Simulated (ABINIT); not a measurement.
# BeTe (F-43m): a self-consistent loop beyond G0W0, cycle by cycle, part 2 of 3

Aim: iterate the self-energy on BeTe (F-43m) and follow the gap from cycle to cycle.

ABINIT 10.8.3; PBE and many-body steps on it, plane waves. Known limits of the many-body steps: not at the basis limit; no spin-orbit coupling; coarse k mesh.

So far. Step 4 (G0W0): The gap on the mesh goes from 2.03 eV to 2.73 eV, a correction of +0.71 eV. Step 5 (QSGW, cycle 1): Against G0W0 in ABINIT (4×4×4 mesh, 87 bands, screening to 136.1 eV, Godby-Needs plasmon pole), the gap moves by +0.156 eV.

## Step 6: Screening, 4×4×4 mesh, 87 bands, screening to 136.1 eV

This step: RPA screening on PBE, plane waves, norm-conserving pseudopotentials.

Contents of run.abi:

```
acell 3*1.0 Angstrom
rprim 
  -0.000000000000 2.831458787600 2.831458787600
  2.831458787600 0.000000000000 2.831458787600
  2.831458787600 2.831458787600 0.000000000000
ntypat 2
znucl 4 52
natom 2
typat 1 2
xred 
  0.000000000000 0.000000000000 0.000000000000
  0.750000000000 0.750000000000 0.750000000000
pp_dirpath "pseudos"
pseudos "Be.upf, Te.upf"
ecut 49
ngkpt 4 4 4
nshiftk 1
shiftk 0 0 0
kptopt 1
chksymbreak 0
istwfk *1
occopt 1
irdwfk 1
optdriver 3
nband 87
ecuteps 5
inclvkb 2
awtr 1
symchi 1
gwcalctyp 28
mbpt_sciss 1.227 eV
nqptdm 1
qptdm 
  0 0 0
indata_prefix "in"
outdata_prefix "out"
tmpdata_prefix "tmp"
```

Launch:

```
$ OMP_NUM_THREADS=1 mpirun -n 8 abinit run.abi > log
```

Log:

```text
.Version 10.8.3 of ABINIT. v10.8.2 released Aug 2026.

 Symmetries : space group F-4 3 m (#216); Bravais cF (face-center cubic)
[... echo of the input left out ...]
== DATASET  1 ==================================================================
-   mpi_nproc: 8, omp_nthreads: 1 (-1 if OMP is not activated)

--- !DatasetInfo
iteration_state: {dtset: 1, }
dimensions: {natom: 2, nkpt: 8, mband: 87, nsppol: 1, nspinor: 1, nspden: 1, mpw: 5044, }
cutoff_energies: {ecut:  49.0, pawecutdg:  -1.0, }
electrons: {nelect:   2.80000000E+01, charge:   0.00000000E+00, occopt:   1.00000000E+00, tsmear:   1.00000000E-02, }

 SCREENING: Calculation of the susceptibility and dielectric matrices

 Based on a program developped by R.W. Godby, V. Olevano, G. Onida, and L. Reining.
 Incorporated in ABINIT by V. Olevano, G.-M. Rignanese, and M. Torrent.
.Using double precision arithmetic ; gwpc =  8

[... cell and pseudopotentials left out ...]
--------------------------------------------------------------------------------

 ==== K-mesh for the wavefunctions ====
 Number of points in the irreducible wedge :     8
[... list of points left out ...]
 Together with 24 symmetry operations and time-reversal symmetry
 yields    64 points in the full Brillouin Zone.

 ==== Q-mesh for the screening function ====
 Number of points in the irreducible wedge :     8
[... list of points left out ...]
 Together with 24 symmetry operations and time-reversal symmetry
 yields    64 points in the full Brillouin Zone.

 setmesh: FFT mesh size selected  =    32x   32x   32
          total number of points  =        32768

 vcoul_init : cutoff-mode = AUXILIARY_FUNCTION
 q-points for optical limit:   1
     1)      0.000010    0.000020    0.000030

 Dielectric matrix will be calculated only for some
 selected q points provided by the user through the input variables
 nqptdm and qptdm

- screening: taking advantage of time-reversal symmetry
- Maximum band index for partially occupied states nbvw = 14
- Remaining bands to be divided among processors   nbcw = 73
- Number of bands treated by each node ~9

 rdqps: reading QP wavefunctions of the previous step
        looking for file in_QPS
 file not found, 1st iteration initialized with KS eigenelements

 screening : performing a first self-consistency
 update of the energies in W by a scissor operator
 applying a scissor operator of [eV] :   1.227

 Number of electrons calculated from density =   28.0000; Expected =   28.0000
 average of density, n =  0.091390
 r_s =    1.3772
 omega_plasma =   29.1612 [eV]

 calculating chi0 at frequencies [eV] :
  1    0.000000E+00    0.000000E+00
  2    0.000000E+00    2.916124E+01

--------------------------------------------------------------------------------
  q-point number  1        q = ( 0.000000, 0.000000, 0.000000) [r.l.u.]
--------------------------------------------------------------------------------
[... chi0 elements left out ...]
 For q-point:  0.000010 0.000020 0.000030
  dielectric constant =   7.4804
  dielectric constant without local fields =   8.4444

  Average fulfillment of the sum rule on Im[epsilon] for q-point    1 :     63.29  [%]
[... wings left out ...]
== END DATASET(S) ==============================================================
================================================================================

 -outvars: echo values of variables after computation  --------
           etotal      0.0000000000E+00
            nband          87
             nkpt           8
          spgroup         216
 [... the other variables as echoed above ...]

 Calculation completed.
```

Run time: 5 s. Hardware: 8 MPI ranks of Arm Neoverse V1, shared host; peak memory 1.1 GiB; 40 s of CPU time.

This step gave:

```
ε∞ with local fields, on this mesh, along the program's q direction : 7.480
the same without local fields                                       : 8.444
plasma frequency                                                    : 29.16 eV
plane waves in the screening matrix                                 : 169
```

This screening uses the functional's bands under a rigid shift, the mean opening of the cycle before.

## Step 7: Screening, 4×4×4 mesh, 87 bands, screening to 136.1 eV

This step: RPA screening on PBE from quasiparticle energies and orbitals, plane waves, norm-conserving pseudopotentials.

run.abi, as its differences from that of step 6:

```diff
@@ -29,7 +29,13 @@
 symchi 1
+irdqps 1
 gwcalctyp 28
-mbpt_sciss 1.227 eV
-nqptdm 1
+nqptdm 7
 qptdm 
-  0 0 0
+  0.2500000000 0.0000000000 0.0000000000
+  0.5000000000 0.0000000000 0.0000000000
+  0.2500000000 0.2500000000 0.0000000000
+  0.5000000000 0.2500000000 0.0000000000
+  -0.2500000000 0.2500000000 0.0000000000
+  0.5000000000 0.5000000000 0.0000000000
+  -0.2500000000 0.5000000000 0.2500000000
 indata_prefix "in"
```

Contents of mrgscr.stdin:

```
2
merged
q0_SCR
out_SCR
1
```

Launch:

```
$ OMP_NUM_THREADS=1 mpirun -n 8 abinit run.abi > log; mrgscr < mrgscr.stdin
```

Log:

```text
.Version 10.8.3 of ABINIT. v10.8.2 released Aug 2026.

 Symmetries : space group F-4 3 m (#216); Bravais cF (face-center cubic)
[... echo of the input left out ...]
== DATASET  1 ==================================================================
-   mpi_nproc: 8, omp_nthreads: 1 (-1 if OMP is not activated)

--- !DatasetInfo
iteration_state: {dtset: 1, }
dimensions: {natom: 2, nkpt: 8, mband: 87, nsppol: 1, nspinor: 1, nspden: 1, mpw: 5044, }
cutoff_energies: {ecut:  49.0, pawecutdg:  -1.0, }
[...]
q-point number  1        q = ( 0.250000, 0.000000, 0.000000) [r.l.u.]
--------------------------------------------------------------------------------
[... chi0 elements left out ...]
  Average fulfillment of the sum rule on Im[epsilon] for q-point    2 :     76.70  [%]

--------------------------------------------------------------------------------
  q-point number  2        q = ( 0.500000, 0.000000, 0.000000) [r.l.u.]
--------------------------------------------------------------------------------
[... chi0 elements left out ...]
  Average fulfillment of the sum rule on Im[epsilon] for q-point    3 :     70.50  [%]

 [... 5 further q-points ...]
```

Wall time 13 s (8 MPI ranks); peak memory 1.5 GiB.

Numbers from this step:

```yaml
plasma_frequency: 29.16 eV
plane_waves_in_the_screening_matrix: 169
```

This screening reads the quasiparticle levels of the cycle before.

## Step 8: QSGW, cycle 2

The corrected levels of the last cycle go back in.

This step: QSGW on PBE, plane waves, norm-conserving pseudopotentials.

run.abi, as its differences from that of step 7:

```diff
@@ -23,12 +23,10 @@
 irdwfk 1
-optdriver 3
+optdriver 4
 nband 87
-ecuteps 5
-inclvkb 2
-awtr 1
-symchi 1
-irdqps 1
 gwcalctyp 28
-nqptdm 7
-qptdm 
+ecutsigx 49
+symsigma 0
+nkptgw 8
+kptgw 
+  0.0000000000 0.0000000000 0.0000000000
   0.2500000000 0.0000000000 0.0000000000
@@ -40,2 +38,16 @@
   -0.2500000000 0.5000000000 0.2500000000
+bdgw 
+  12 24
+  12 24
+  12 24
+  12 24
+  12 24
+  12 24
+  12 24
+  12 24
+ecuteps 5
+irdscr 1
+ppmodel 1
+irdqps 1
+rhoqpmix 0.3
 indata_prefix "in"
```

Launch:

```
$ OMP_NUM_THREADS=1 mpirun -n 8 abinit run.abi > log
```

Log:

```text
.Version 10.8.3 of ABINIT. v10.8.2 released Aug 2026.

 Symmetries : space group F-4 3 m (#216); Bravais cF (face-center cubic)
[... echo of the input left out ...]
== DATASET  1 ==================================================================
-   mpi_nproc: 8, omp_nthreads: 1 (-1 if OMP is not activated)

--- !DatasetInfo
iteration_state: {dtset: 1, }
dimensions: {natom: 2, nkpt: 8, mband: 87, nsppol: 1, nspinor: 1, nspden: 1, mpw: 5044, }
cutoff_energies: {ecut:  49.0, pawecutdg:  -1.0, }
[...]
.  kptgw no:  6; Maximum DeltaE = (  -0.012  -0.001) for band index: 13
.  kptgw no:  7; Maximum DeltaE = (   0.161   0.019) for band index: 10
.  kptgw no:  8; Maximum DeltaE = (  -0.022  -0.000) for band index: 13

== END DATASET(S) ==============================================================
================================================================================

 -outvars: echo values of variables after computation  --------
           etotal      0.0000000000E+00
            nband          87
             nkpt           8
          spgroup         216
 [... the other variables as echoed above ...]

 Calculation completed.
```

Wall time 90 s (8 MPI ranks); peak memory 2.9 GiB; 12 min of CPU time.

This step gave:

| Item | Value |
| --- | --- |
| quasiparticle gap on the mesh | 2.963 eV |
| gap of the density functional on the mesh | 2.027 eV |
| k of the valence top | 0, 0, 0 |
| k of the conduction bottom | 0.5, 0.5, 0 |
| least direct quasiparticle gap on the computed points | 4.963 eV |

Against the cycle before, the gap moves by +0.074 eV.

## Step 9: Screening, 4×4×4 mesh, 87 bands, screening to 136.1 eV

This step: RPA screening on PBE, plane waves, norm-conserving pseudopotentials.

Contents of run.abi:

```
acell 3*1.0 Angstrom
rprim 
  -0.000000000000 2.831458787600 2.831458787600
  2.831458787600 0.000000000000 2.831458787600
  2.831458787600 2.831458787600 0.000000000000
ntypat 2
znucl 4 52
natom 2
typat 1 2
xred 
  0.000000000000 0.000000000000 0.000000000000
  0.750000000000 0.750000000000 0.750000000000
pp_dirpath "pseudos"
pseudos "Be.upf, Te.upf"
ecut 49
ngkpt 4 4 4
nshiftk 1
shiftk 0 0 0
kptopt 1
chksymbreak 0
istwfk *1
occopt 1
irdwfk 1
optdriver 3
nband 87
ecuteps 5
inclvkb 2
awtr 1
symchi 1
gwcalctyp 28
mbpt_sciss 1.311 eV
nqptdm 1
qptdm 
  0 0 0
indata_prefix "in"
outdata_prefix "out"
tmpdata_prefix "tmp"
```

Log:

```text
.Version 10.8.3 of ABINIT. v10.8.2 released Aug 2026.

 Symmetries : space group F-4 3 m (#216); Bravais cF (face-center cubic)
[... echo of the input left out ...]
== DATASET  1 ==================================================================
-   mpi_nproc: 8, omp_nthreads: 1 (-1 if OMP is not activated)

--- !DatasetInfo
iteration_state: {dtset: 1, }
dimensions: {natom: 2, nkpt: 8, mband: 87, nsppol: 1, nspinor: 1, nspden: 1, mpw: 5044, }
cutoff_energies: {ecut:  49.0, pawecutdg:  -1.0, }
[...]
[... chi0 elements left out ...]
 For q-point:  0.000010 0.000020 0.000030
  dielectric constant =   7.3988
  dielectric constant without local fields =   8.3445

  Average fulfillment of the sum rule on Im[epsilon] for q-point    1 :     63.41  [%]
[... wings left out ...]
== END DATASET(S) ==============================================================
================================================================================

 -outvars: echo values of variables after computation  --------
           etotal      0.0000000000E+00
            nband          87
             nkpt           8
          spgroup         216
 [... the other variables as echoed above ...]

 Calculation completed.
```

Wall time 5.3 s (8 MPI ranks); peak memory 1.1 GiB.

This step gave:

| Property | Result |
| --- | --- |
| ε∞ with local fields, on this mesh, along the program's q direction | 7.399 |
| the same without local fields | 8.345 |
| plasma frequency | 29.16 eV |
| plane waves in the screening matrix | 169 |

This screening uses the functional's bands under a rigid shift, the mean opening of the cycle before.

## Step 10: Screening, 4×4×4 mesh, 87 bands, screening to 136.1 eV

This step: RPA screening on PBE from quasiparticle energies and orbitals, plane waves, norm-conserving pseudopotentials.

run.abi, as its differences from that of step 9:

```diff
@@ -29,7 +29,13 @@
 symchi 1
+irdqps 1
 gwcalctyp 28
-mbpt_sciss 1.311 eV
-nqptdm 1
+nqptdm 7
 qptdm 
-  0 0 0
+  0.2500000000 0.0000000000 0.0000000000
+  0.5000000000 0.0000000000 0.0000000000
+  0.2500000000 0.2500000000 0.0000000000
+  0.5000000000 0.2500000000 0.0000000000
+  -0.2500000000 0.2500000000 0.0000000000
+  0.5000000000 0.5000000000 0.0000000000
+  -0.2500000000 0.5000000000 0.2500000000
 indata_prefix "in"
```

mrgscr.stdin is that of step 7.

Launch:

```
$ OMP_NUM_THREADS=1 mpirun -n 8 abinit run.abi > log; mrgscr < mrgscr.stdin
```

Log:

```text
.Version 10.8.3 of ABINIT. v10.8.2 released Aug 2026.

 Symmetries : space group F-4 3 m (#216); Bravais cF (face-center cubic)
[... echo of the input left out ...]
== DATASET  1 ==================================================================
-   mpi_nproc: 8, omp_nthreads: 1 (-1 if OMP is not activated)

--- !DatasetInfo
iteration_state: {dtset: 1, }
dimensions: {natom: 2, nkpt: 8, mband: 87, nsppol: 1, nspinor: 1, nspden: 1, mpw: 5044, }
cutoff_energies: {ecut:  49.0, pawecutdg:  -1.0, }
[...]
q-point number  1        q = ( 0.250000, 0.000000, 0.000000) [r.l.u.]
--------------------------------------------------------------------------------
[... chi0 elements left out ...]
  Average fulfillment of the sum rule on Im[epsilon] for q-point    2 :     76.87  [%]

--------------------------------------------------------------------------------
  q-point number  2        q = ( 0.500000, 0.000000, 0.000000) [r.l.u.]
--------------------------------------------------------------------------------
[... chi0 elements left out ...]
  Average fulfillment of the sum rule on Im[epsilon] for q-point    3 :     70.63  [%]

 [... 5 further q-points ...]
```

Elapsed: 15 s, on 8 MPI ranks; peak memory 1.5 GiB.

This step gave:

* plasma frequency: 29.16 eV
* plane waves in the screening matrix: 169

This screening reads the quasiparticle levels of the cycle before.

## Step 11: QSGW, cycle 3

This step: QSGW on PBE, plane waves, norm-conserving pseudopotentials.

run.abi, as its differences from that of step 10:

```diff
@@ -23,12 +23,10 @@
 irdwfk 1
-optdriver 3
+optdriver 4
 nband 87
-ecuteps 5
-inclvkb 2
-awtr 1
-symchi 1
-irdqps 1
 gwcalctyp 28
-nqptdm 7
-qptdm 
+ecutsigx 49
+symsigma 0
+nkptgw 8
+kptgw 
+  0.0000000000 0.0000000000 0.0000000000
   0.2500000000 0.0000000000 0.0000000000
@@ -40,2 +38,16 @@
   -0.2500000000 0.5000000000 0.2500000000
+bdgw 
+  12 24
+  12 24
+  12 24
+  12 24
+  12 24
+  12 24
+  12 24
+  12 24
+ecuteps 5
+irdscr 1
+ppmodel 1
+irdqps 1
+rhoqpmix 0.3
 indata_prefix "in"
```

Launch:

```
$ OMP_NUM_THREADS=1 mpirun -n 8 abinit run.abi > log
```

Log:

```text
.Version 10.8.3 of ABINIT. v10.8.2 released Aug 2026.

 Symmetries : space group F-4 3 m (#216); Bravais cF (face-center cubic)
[... echo of the input left out ...]
== DATASET  1 ==================================================================
-   mpi_nproc: 8, omp_nthreads: 1 (-1 if OMP is not activated)

--- !DatasetInfo
iteration_state: {dtset: 1, }
dimensions: {natom: 2, nkpt: 8, mband: 87, nsppol: 1, nspinor: 1, nspden: 1, mpw: 5044, }
cutoff_energies: {ecut:  49.0, pawecutdg:  -1.0, }
[...]
.  kptgw no:  3; Maximum DeltaE = (  -0.020   0.000) for band index:  1
[...]
.  kptgw no:  7; Maximum DeltaE = (   0.015  -0.004) for band index:  5
.  kptgw no:  8; Maximum DeltaE = (  -0.011  -0.003) for band index: 13

== END DATASET(S) ==============================================================
================================================================================

 -outvars: echo values of variables after computation  --------
           etotal      0.0000000000E+00
            nband          87
             nkpt           8
          spgroup         216
 [... the other variables as echoed above ...]

 Calculation completed.
```

Run time: 98 s. Hardware: 8 MPI ranks; peak memory 2.9 GiB; 13 min of CPU time.

Numbers from this step:

* quasiparticle gap on the mesh: 3.007 eV
* gap of the density functional on the mesh: 2.027 eV
* k of the valence top: 0, 0, 0
* k of the conduction bottom: 0.5, 0.5, 0
* least direct quasiparticle gap on the computed points: 5.004 eV

Against the cycle before, the gap moves by +0.044 eV.

## Step 12: Screening, 4×4×4 mesh, 87 bands, screening to 136.1 eV

This step: RPA screening on PBE, plane waves, norm-conserving pseudopotentials.

Contents of run.abi:

```
acell 3*1.0 Angstrom
rprim 
  -0.000000000000 2.831458787600 2.831458787600
  2.831458787600 0.000000000000 2.831458787600
  2.831458787600 2.831458787600 0.000000000000
ntypat 2
znucl 4 52
natom 2
typat 1 2
xred 
  0.000000000000 0.000000000000 0.000000000000
  0.750000000000 0.750000000000 0.750000000000
pp_dirpath "pseudos"
pseudos "Be.upf, Te.upf"
ecut 49
ngkpt 4 4 4
nshiftk 1
shiftk 0 0 0
kptopt 1
chksymbreak 0
istwfk *1
occopt 1
irdwfk 1
optdriver 3
nband 87
ecuteps 5
inclvkb 2
awtr 1
symchi 1
gwcalctyp 28
mbpt_sciss 1.349 eV
nqptdm 1
qptdm 
  0 0 0
indata_prefix "in"
outdata_prefix "out"
tmpdata_prefix "tmp"
```

Log:

```text
.Version 10.8.3 of ABINIT. v10.8.2 released Aug 2026.

 Symmetries : space group F-4 3 m (#216); Bravais cF (face-center cubic)
[... echo of the input left out ...]
== DATASET  1 ==================================================================
-   mpi_nproc: 8, omp_nthreads: 1 (-1 if OMP is not activated)

--- !DatasetInfo
iteration_state: {dtset: 1, }
dimensions: {natom: 2, nkpt: 8, mband: 87, nsppol: 1, nspinor: 1, nspden: 1, mpw: 5044, }
cutoff_energies: {ecut:  49.0, pawecutdg:  -1.0, }
[...]
[... chi0 elements left out ...]
 For q-point:  0.000010 0.000020 0.000030
  dielectric constant =   7.3626
  dielectric constant without local fields =   8.3002

  Average fulfillment of the sum rule on Im[epsilon] for q-point    1 :     63.46  [%]
[... wings left out ...]
== END DATASET(S) ==============================================================
================================================================================

 -outvars: echo values of variables after computation  --------
           etotal      0.0000000000E+00
            nband          87
             nkpt           8
          spgroup         216
 [... the other variables as echoed above ...]

 Calculation completed.
```

Wall time 5.4 s (8 MPI ranks); peak memory 1.1 GiB; 42 s of CPU time.

Numbers from this step:

```yaml
eps_infinity_with_local_fields_on_this_mesh_along_the_program_s_q_direction: 7.363
the_same_without_local_fields: 8.300
plasma_frequency: 29.16 eV
plane_waves_in_the_screening_matrix: 169
```

This screening uses the functional's bands under a rigid shift, the mean opening of the cycle before.

## Step 13: Screening, 4×4×4 mesh, 87 bands, screening to 136.1 eV

This step: RPA screening on PBE from quasiparticle energies and orbitals, plane waves, norm-conserving pseudopotentials.

run.abi, as its differences from that of step 12:

```diff
@@ -29,7 +29,13 @@
 symchi 1
+irdqps 1
 gwcalctyp 28
-mbpt_sciss 1.349 eV
-nqptdm 1
+nqptdm 7
 qptdm 
-  0 0 0
+  0.2500000000 0.0000000000 0.0000000000
+  0.5000000000 0.0000000000 0.0000000000
+  0.2500000000 0.2500000000 0.0000000000
+  0.5000000000 0.2500000000 0.0000000000
+  -0.2500000000 0.2500000000 0.0000000000
+  0.5000000000 0.5000000000 0.0000000000
+  -0.2500000000 0.5000000000 0.2500000000
 indata_prefix "in"
```

mrgscr.stdin is that of step 10.

Launch:

```
$ OMP_NUM_THREADS=1 mpirun -n 8 abinit run.abi > log; mrgscr < mrgscr.stdin
```

Log:

```text
.Version 10.8.3 of ABINIT. v10.8.2 released Aug 2026.

 Symmetries : space group F-4 3 m (#216); Bravais cF (face-center cubic)
[... echo of the input left out ...]
== DATASET  1 ==================================================================
-   mpi_nproc: 8, omp_nthreads: 1 (-1 if OMP is not activated)

--- !DatasetInfo
iteration_state: {dtset: 1, }
dimensions: {natom: 2, nkpt: 8, mband: 87, nsppol: 1, nspinor: 1, nspden: 1, mpw: 5044, }
cutoff_energies: {ecut:  49.0, pawecutdg:  -1.0, }
[...]
q-point number  1        q = ( 0.250000, 0.000000, 0.000000) [r.l.u.]
--------------------------------------------------------------------------------
[... chi0 elements left out ...]
  Average fulfillment of the sum rule on Im[epsilon] for q-point    2 :     76.91  [%]

--------------------------------------------------------------------------------
  q-point number  2        q = ( 0.500000, 0.000000, 0.000000) [r.l.u.]
--------------------------------------------------------------------------------
[... chi0 elements left out ...]
  Average fulfillment of the sum rule on Im[epsilon] for q-point    3 :     70.65  [%]

 [... 5 further q-points ...]
```

Run time: 17 s. Hardware: 8 MPI ranks; peak memory 1.5 GiB.

This step gave:

```yaml
plasma_frequency: 29.16 eV
plane_waves_in_the_screening_matrix: 169
```

This screening reads the quasiparticle levels of the cycle before.

[end of part 2 of 3]

[Paths, hosts, dates, memory and timing lines, banners, echoed tables and standing remarks are left out of the program output.]

[Logs are printed without paths, hosts, clocks, repeated set-up lines and the standing remarks that a program may print on its own settings, such as how far it seeks lower states.]

[Runs of the session that timed out or met a known fault of the program may be left out.]

[Hosts, paths, dates, database ids (printed as entryN), source tags and the programs' standing remarks are cut or masked in the printed files.]

[G0W0 gaps are taken among the corrected bands and points alone; a level outside them can change the order at an edge.]

[Where Ansatz stands beside ABINIT at settings called matched, ABINIT's density can come from a denser mesh and the files from another edition; pairs whose starting gaps differed by over 0.03 eV were left out, so agreement reads better than it is.]
